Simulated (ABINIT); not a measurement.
# AlN (P6_3mc): G0W0 in ABINIT against the screening cutoff in the self-energy, part 2 of 2

How does the gap of AlN (P6_3mc) converge in the screening cutoff in the self-energy?

ABINIT 10.8.3; PBE and many-body steps on it, plane waves. Known limits of the many-body steps: not at the basis limit.

So far. Step 2 (Screening, 6×6×4 mesh, 276 bands, screening to 272.1 eV): Local fields lower ε∞ by 9 %. Step 5 (3.5 Ha): The gap on the mesh goes from 4.22 eV to 5.53 eV, a correction of +1.31 eV.

The database entry behind the starting cell differs from later determinations by our own check (inner coordinate u about 0.002 short), so it need not match the best structure at ambient conditions.

## 6. 5 Ha

Level of this step: G0W0 on PBE, plane waves, norm-conserving pseudopotentials (ABINIT).

Input file run.abi:

```
acell 3*1.0 Angstrom
rprim 
  3.113000000011 -0.000000000003 0.000000000000
  -1.556500000003 2.695937081992 0.000000000000
  0.000000000000 0.000000000000 4.981000000000
ntypat 2
znucl 13 7
natom 4
typat 1 1 2 2
xred 
  0.333333333333 0.666666666667 0.000000000000
  0.666666666667 0.333333333333 0.500000000000
  0.333333333333 0.666666666667 0.380000000000
  0.666666666667 0.333333333333 0.880000000000
pp_dirpath "pseudos"
pseudos "Al.upf, N.upf"
ecut 36
ngkpt 6 6 4
nshiftk 1
shiftk 0 0 0
kptopt 1
chksymbreak 0
istwfk *1
occopt 1
irdwfk 1
optdriver 4
nband 276
gwcalctyp 0
ecutsigx 36
symsigma 1
nkptgw 1
kptgw 
  0.0000000000 0.0000000000 0.0000000000
bdgw 
  6 10
ecuteps 5
irdscr 1
ppmodel 1
indata_prefix "in"
outdata_prefix "out"
tmpdata_prefix "tmp"
```

The run is started by

```console
$ OMP_NUM_THREADS=1 mpirun -n 4 abinit run.abi > log
```

What it wrote:

```text
.Version 10.8.3 of ABINIT. v10.8.2 released Aug 2026.

 Symmetries : space group P6_3 m c (#186); Bravais hP (primitive hexag.)
[... echo of the input left out ...]
== DATASET  1 ==================================================================
-   mpi_nproc: 4, omp_nthreads: 1 (-1 if OMP is not activated)

--- !DatasetInfo
iteration_state: {dtset: 1, }
dimensions: {natom: 4, nkpt: 21, mband: 276, nsppol: 1, nspinor: 1, nspden: 1, mpw: 2934, }
cutoff_energies: {ecut:  36.0, pawecutdg:  -1.0, }
[...]
8   5.314 -17.078 -21.024   2.961   0.790  -0.266 -17.856  -0.779   4.536
        9   9.535 -12.527  -8.048  -3.774   0.820  -0.219 -11.949   0.578  10.113
       10  11.990 -10.836  -5.799  -4.310   0.828  -0.208 -10.234   0.602  12.592

== END DATASET(S) ==============================================================
================================================================================

 -outvars: echo values of variables after computation  --------
           etotal      0.0000000000E+00
            nband         276
             nkpt          21
          spgroup         186
 [... the other variables as echoed above ...]

 Calculation completed.
```

The job ended after 12 s (4 MPI ranks of Intel Xeon Platinum 8375C at 2.90GHz (Ice Lake), shared host; peak memory 1.6 GiB; 45 s of CPU time).

This step gave:

| Quantity | Value |
| --- | --- |
| G0W0 gap on the points computed | 5.577 eV |
| starting gap on the mesh | 4.220 eV |
| k of the valence top | 0, 0, 0 |
| k of the conduction bottom | 0, 0, 0 |
| least direct G0W0 gap on the computed points | 5.577 eV |

Against the run before, the gap moves by +0.049 eV.

## 7. 7.5 Ha

run.abi: that of step 6 with these lines changed.

```diff
@@ -35,3 +35,3 @@
   6 10
-ecuteps 5
+ecuteps 7.5
 irdscr 1
```

What it wrote:

```text
.Version 10.8.3 of ABINIT. v10.8.2 released Aug 2026.

 Symmetries : space group P6_3 m c (#186); Bravais hP (primitive hexag.)
[... echo of the input left out ...]
== DATASET  1 ==================================================================
-   mpi_nproc: 4, omp_nthreads: 1 (-1 if OMP is not activated)

--- !DatasetInfo
iteration_state: {dtset: 1, }
dimensions: {natom: 4, nkpt: 21, mband: 276, nsppol: 1, nspinor: 1, nspden: 1, mpw: 2934, }
cutoff_energies: {ecut:  36.0, pawecutdg:  -1.0, }
[...]
8   5.314 -17.078 -21.024   2.815   0.787  -0.271 -17.968  -0.890   4.425
        9   9.535 -12.527  -8.048  -3.824   0.817  -0.224 -11.992   0.535  10.070
       10  11.990 -10.836  -5.799  -4.332   0.827  -0.210 -10.254   0.582  12.572

== END DATASET(S) ==============================================================
================================================================================

 -outvars: echo values of variables after computation  --------
           etotal      0.0000000000E+00
            nband         276
             nkpt          21
          spgroup         186
 [... the other variables as echoed above ...]

 Calculation completed.
```

Run time: 30 s. Hardware: 4 MPI ranks; peak memory 2.3 GiB.

This step gave:

```yaml
g0w0_gap_on_the_points_computed: 5.645 eV
starting_gap_on_the_mesh: 4.220 eV
k_of_the_valence_top: 0, 0, 0
k_of_the_conduction_bottom: 0, 0, 0
least_direct_g0w0_gap_on_the_computed_points: 5.645 eV
```

Against the run before, the gap moves by +0.068 eV.

## 8. 10 Ha

run.abi: that of step 7 with these lines changed.

```diff
@@ -35,3 +35,3 @@
   6 10
-ecuteps 7.5
+ecuteps 10
 irdscr 1
```

What it wrote:

```text
.Version 10.8.3 of ABINIT. v10.8.2 released Aug 2026.

 Symmetries : space group P6_3 m c (#186); Bravais hP (primitive hexag.)
[... echo of the input left out ...]
== DATASET  1 ==================================================================
-   mpi_nproc: 4, omp_nthreads: 1 (-1 if OMP is not activated)

--- !DatasetInfo
iteration_state: {dtset: 1, }
dimensions: {natom: 4, nkpt: 21, mband: 276, nsppol: 1, nspinor: 1, nspden: 1, mpw: 2934, }
cutoff_energies: {ecut:  36.0, pawecutdg:  -1.0, }
[...]
8   5.314 -17.078 -21.024   2.793   0.786  -0.272 -17.984  -0.906   4.408
        9   9.535 -12.527  -8.048  -3.846   0.817  -0.225 -12.011   0.516  10.051
       10  11.990 -10.836  -5.799  -4.342   0.826  -0.210 -10.262   0.574  12.564

== END DATASET(S) ==============================================================
================================================================================

 -outvars: echo values of variables after computation  --------
           etotal      0.0000000000E+00
            nband         276
             nkpt          21
          spgroup         186
 [... the other variables as echoed above ...]

 Calculation completed.
```

It took 58 s on 4 MPI ranks; peak memory 3.4 GiB; 3.8 min of CPU time.

Numbers from this step:

| Property | Result |
| --- | --- |
| G0W0 gap on the points computed | 5.643 eV |
| starting gap on the mesh | 4.220 eV |
| k of the valence top | 0, 0, 0 |
| k of the conduction bottom | 0, 0, 0 |
| least direct G0W0 gap on the computed points | 5.643 eV |

Against the run before, the gap moves by −0.002 eV.

## 9. The runs together

Times are wall times on 4 MPI ranks of Intel Xeon Platinum 8375C at 2.90GHz (Ice Lake), shared host, good to a factor of about two. A run's time includes the screening step that it read.

```
   run   mesh  bands  screening cutoff (eV)  DFT gap (eV)  gap on the mesh (eV)  direct (eV)  ε∞ used    time
  1 Ha  6×6×4    276                   27.2         4.220                 5.323        5.323     4.21  11 min
  2 Ha  6×6×4    276                   54.4         4.220                 5.327        5.327     4.21  11 min
3.5 Ha  6×6×4    276                   95.2         4.220                 5.528        5.528     4.21  11 min
  5 Ha  6×6×4    276                  136.1         4.220                 5.577        5.577     4.21  11 min
7.5 Ha  6×6×4    276                  204.1         4.220                 5.645        5.645     4.21  11 min
 10 Ha  6×6×4    276                  272.1         4.220                 5.643        5.643     4.21  12 min
```

## 10. Summary of results

| Quantity | Value |
| --- | --- |
| 1 Ha | 5.323 eV |
| 2 Ha | 5.327 eV |
| 3.5 Ha | 5.528 eV |
| 5 Ha | 5.577 eV |
| 7.5 Ha | 5.645 eV |
| 10 Ha | 5.643 eV |
| known limits | not at the basis limit |

**Reading.** The setting moved: screening cutoff in the self-energy. From 1 Ha to 10 Ha the gap moves by +0.32 eV. It holds to 0.03 eV from 7.5 Ha on. Bands and screening cutoff are coupled, so a series along one setting does not show full convergence. Bands and cutoff are finite, so the gap is not at the basis limit. The miss can reach some tenths of an eV and take either sign; the mesh is an error of its own. In the G0W0 runs levels were corrected at 1 k point alone, so a gap called «on the mesh» is the least over those, and an edge elsewhere would be missed.

[Paths, hosts, dates, memory and timing lines, banners, echoed tables and standing remarks are left out of the program output.]

[Logs are printed without paths, hosts, clocks, repeated set-up lines and the standing remarks that a program may print on its own settings, such as how far it seeks lower states.]

[Runs of the session that timed out or met a known fault of the program may be left out.]

[Hosts, paths, dates, database ids (printed as entryN), source tags and the programs' standing remarks are cut or masked in the printed files.]

[G0W0 gaps are taken among the corrected bands and points alone; a level outside them can change the order at an edge.]

[Where Ansatz stands beside ABINIT at settings called matched, ABINIT's density can come from a denser mesh and the files from another edition; pairs whose starting gaps differed by over 0.03 eV were left out, so agreement reads better than it is.]
